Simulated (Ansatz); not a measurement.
**Fe, simple cubic: how the functional moves the structure**

All rows: Ansatz, plane waves with scalar-relativistic PAW, 420 eV (500 eV for the SCAN forms), relaxed under each functional, no dispersion correction, no zero-point motion. B₀ comes from uniform scaling at fixed shape; a dash is a value not given.

| functional | V (Å³/atom) | cell | B₀ (GPa) | magnetic state | ΔE to bcc (meV/atom) |
| --- | --- | --- | --- | --- | --- |
| PBE | 13.33 | a = 2.371 Å | 133 | ferromagnetic, net 2.39 μB per atom | 776 |
| r²SCAN | 14.04 | a = 2.412 Å | 92 | ferromagnetic, net 2.90 μB per atom | 781 |
| m-r²SCAN | 12.66 | a = 2.331 Å | 145 | ferromagnetic, net 2.29 μB per atom | 864 |
| PBEsol | 12.63 | a = 2.329 Å | 157 | ferromagnetic, net 2.30 μB per atom | 859 |
| revPBE | 13.68 | a = 2.391 Å | 111 | ferromagnetic, net 2.49 μB per atom | 748 |
| RPBE | 13.83 | a = 2.400 Å | 103 | ferromagnetic, net 2.51 μB per atom | 737 |
| BLYP | 13.93 | a = 2.406 Å | 114 | ferromagnetic, net 2.43 μB per atom | 598 |

Question: What does LDA give?

Answer: V (Å³/atom): 11.85; cell: a = 2.280 Å; magnetic state: ferromagnetic, net 2.05 μB per atom; ΔE to bcc (meV/atom): 887.

m-r²SCAN is r²SCAN on the gauge-invariant kinetic-energy density; without spin polarisation the two are equal.
